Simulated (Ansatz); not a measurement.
**Ge (P6_3/mmc), ideal shear of a crystal plane**

Computed with DFT PBEsol, scalar-relativistic, plane waves, PAW in Ansatz. The runs took a 420 eV cutoff, a Γ-centred 11×11×3 mesh and Gaussian smearing (0.15 eV). No spin polarisation. Energies are free energies at this smearing, counted from the undisturbed cell; pressure is positive in compression.

The undisturbed cell (relaxed at this level; this form isn't the usual structure):

```yaml
crystal:
  lattice:
    - [-2.00208, -3.46771, 0.00000]
    - [2.00208, -3.46771, 0.00000]
    - [0.00000, 0.00000, 13.14505]
  atoms:
    - { symbol: Ge, position: [0.00000, 0.00000, 0.15681] }
    - { symbol: Ge, position: [0.00000, 0.00000, 0.34319] }
    - { symbol: Ge, position: [0.00000, 0.00000, 0.65681] }
    - { symbol: Ge, position: [0.00000, 0.00000, 0.84319] }
    - { symbol: Ge, position: [0.66667, 0.66667, 0.09414] }
    - { symbol: Ge, position: [0.33333, 0.33333, 0.40586] }
    - { symbol: Ge, position: [0.33333, 0.33333, 0.59414] }
    - { symbol: Ge, position: [0.66667, 0.66667, 0.90586] }
```

The cut lies on the cell's a–b face, a (0 0 1) plane (indices in the standard cell, whose axes needn't be the Cartesian ones shown) of area 13.89 Å², between layers 2.47 Å apart. Vector c is tilted by f times 1·a + 0·b (length 4.004 Å) with the atoms' Cartesian places fixed: one unrelaxed fault a cell. The traction is dγ/du, the slope of γ against the slip u in Å. Some rows repeat others by symmetry and weren't run.

```csv
f,γ (mJ/m²),traction (GPa)
0.0000,0,0.0
0.1000,66,3.4
0.2000,280,7.3
0.3000,640,10.2
0.4000,1044,9.0
0.5000,1250,0.0
0.6000,1044,-9.0
0.7000,640,-10.2
0.8000,280,-7.3
0.9000,66,-3.4
```

Problem. Read off the first barrier and the stress needed to climb it, and compare with Frenkel's sinusoid.

Solution. The first sampled maximum lies at f = 0.500, a slip of 2.00 Å, with γ ≈ 1250 mJ/m², which stands in for the unstable fault energy γ_us, and the steepest sampled slope before it is 10.2 GPa. A sinusoid γ = γ_us sin²(πu/λ) with its maximum there has λ = 4.00 Å and a largest slope πγ_us/λ = 9.8 GPa (1 mJ/m² per Å = 0.01 GPa).

Problem. Is there a metastable fault on this line?

Solution. Apart from points where γ returns to about zero, no local minimum shows among the samples, so at this sampling the line offers no fault for a dislocation to split on; a fault can still lie off the line.

The cut is rigid; relaxing the faces lowers these energies and usually the stresses.

The gap closes along the scan, which can put kinks into the curve.

Cost: 6 runs of about 10 core-minutes in all, on Arm Neoverse V1 (shared hosts).